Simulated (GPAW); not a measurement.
Here is a GPAW 26.7.0 calculation.

File run.py:

```python
import numpy as np
from ase.dft.bandgap import bandgap
from ase.io import read, write
from gpaw import GPAW, PW
from gpaw.response import ResponseContext, ResponseGroundStateAdapter
from gpaw.response.chiks import ChiKSCalculator
from gpaw.response.heisenberg import calculate_fm_magnon_energies
from gpaw.response.localft import LocalFTCalculator
from gpaw.response.mft import IsotropicExchangeCalculator
from gpaw.response.site_kernels import SphericalSiteKernels

atoms = read('POSCAR')
atoms.set_initial_magnetic_moments([3.0, 0.0])

calc = GPAW(mode=PW(650),
            xc='LDA',
            kpts={'size': (9, 9, 9), 'gamma': True},
            occupations={'name': 'fermi-dirac', 'width': 0.05},
            nbands=17,
            convergence={'density': 0.0001},
            maxiter=150,
            txt='gpaw.txt')
atoms.calc = calc
energy = atoms.get_potential_energy()
calc.write('gs.gpw')
write('result.traj', atoms)
print(f'Energy: {energy:.6f} eV')
print('Moments:', calc.get_magnetic_moments().round(3))
print('Fermi level:', round(calc.get_fermi_level(), 4), 'eV')
print(f'Gap: {bandgap(calc)[0]:.4f} eV, direct: {bandgap(calc, direct=True)[0]:.4f} eV')

dense = calc.fixed_density(kpts={'size': (10, 10, 10), 'gamma': True},
                           nbands=32, convergence={'bands': 26, 'eigenstates': 1e-12},
                           update_fermi_level=True, maxiter=300, txt='dense.txt')
dense.write('dense.gpw', mode='all')

sites = [0]
moments = calc.get_magnetic_moments()[sites]
q_qc = np.array([[0.0, 0.0, 0.0], [0.1, 0.0, 0.0], [0.2, 0.0, 0.0], [0.5, 0.0, 0.0], [0.1, 0.1, 0.0], [0.2, 0.2, 0.0], [0.5, 0.5, 0.0]])
gs = ResponseGroundStateAdapter.from_gpw_file('dense.gpw')
context = ResponseContext(txt='mft.txt')
chiks = ChiKSCalculator(gs, context, ecut=150, nbands=26, gammacentered=True)
exchange = IsotropicExchangeCalculator(chiks, LocalFTCalculator.from_rshe_parameters(gs, context))
kernels = SphericalSiteKernels(atoms.positions[sites], [[1.026] * len(sites)])
J_qab = np.array([exchange(q_c, kernels)[..., 0] for q_c in q_qc])
E_qn = calculate_fm_magnon_energies(J_qab, q_qc, moments)
np.savetxt('exchange.dat', np.c_[q_qc, 1000 * J_qab.real.reshape((len(q_qc), -1))], fmt='%.4f')
np.savetxt('magnons.dat', np.c_[q_qc, 1000 * E_qn.real], fmt='%.4f')
for q_c, E_n in zip(q_qc, E_qn):
    print(q_c.round(4), 'magnon energies (meV):', (1000 * E_n.real).round(2))
```

Contents of POSCAR:

```
CoO
1.0
    0.0000000000      2.1595492692      2.1595492692
    2.1595492692      0.0000000000      2.1595492692
    2.1595492692      2.1595492692      0.0000000000
Co O
1 1
Direct
    0.0000000000      0.0000000000      0.0000000000
    0.5000000000      0.5000000000      0.5000000000
```

Potentials or basis: the program's PAW data sets (release 1.2.1) made for this functional, pw.

Command:

```console
$ OMP_NUM_THREADS=1 python run.py
```

Question: What does it give for the band gap on the k mesh?

Answer: None (metal or under the smearing width).

Question: Estimate the net moment.

Answer: 2.96 μB per cell.

Caveat: the number of bands moves the energies at small q by some ten meV; the exchange constants hang on this mesh and on the site radius; magnon energies are noisy on this mesh; a cell with one magnetic atom can't hold antiferromagnetic order, which such compounds often take; semilocal functionals often make such compounds metallic where correlation or magnetic order opens a gap, which also shifts bond lengths. With open d or f shells a metallic result of LDA can be an artefact of self-interaction; +U or a hybrid may open a gap.
